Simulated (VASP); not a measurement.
Wanted: the native input for a VASP 6.6.1 run.

- Task: single point
- Functional: PBE
- Potentials or basis: VASP PAW PBE potentials, release 64 (Ca_sv)
- Cutoff: 520 eV
- k mesh: 6 × 6 × 6
- Occupations: gaussian, width 0.05 eV
- Spin: no spin polarisation
- Dipole correction: no
- Further INCAR settings: ALGO = Normal; EDIFF = 1e-06; NBANDS = 11

The structure of Ca lies in POSCAR:

```
Ca
1.0
   -2.2144248414      2.2144248414      2.2144248414
    2.2144248414     -2.2144248414      2.2144248414
    2.2144248414      2.2144248414     -2.2144248414
Ca
1
Direct
    0.0000000000      0.0000000000      0.0000000000
```

The cell was built by a generator and needn't be a form met in nature.

One way to write it, as run:

INCAR

```
PREC = Accurate
ENCUT = 520
EDIFF = 1E-6
ISMEAR = 0
SIGMA = 0.05
LREAL = False
LASPH = True
NELM = 100
ALGO = Normal
ISIF = 2
LWAVE = False
LCHARG = False
GGA = PE
NBANDS = 11
```

KPOINTS

```
regular mesh
0
Gamma
  6 6 6
```

Potentials or basis: VASP PAW PBE potentials, release 64 (Ca_sv).

Command:

```sh
$ cat potpaw_PBE.64/Ca_sv/POTCAR > POTCAR
$ mpirun -np 1 vasp_std > vasp.out
```

Results of the run:

```json
{
 "Pressure": "-0.3 GPa",
 "Band gap on the k mesh": "none (metal or under the smearing width)"
}
```

It took 4 s on 1 thread of Intel(R) Xeon(R) 6975P-C (Granite Rapids), with other jobs on the host, peak memory 0.15 GiB.
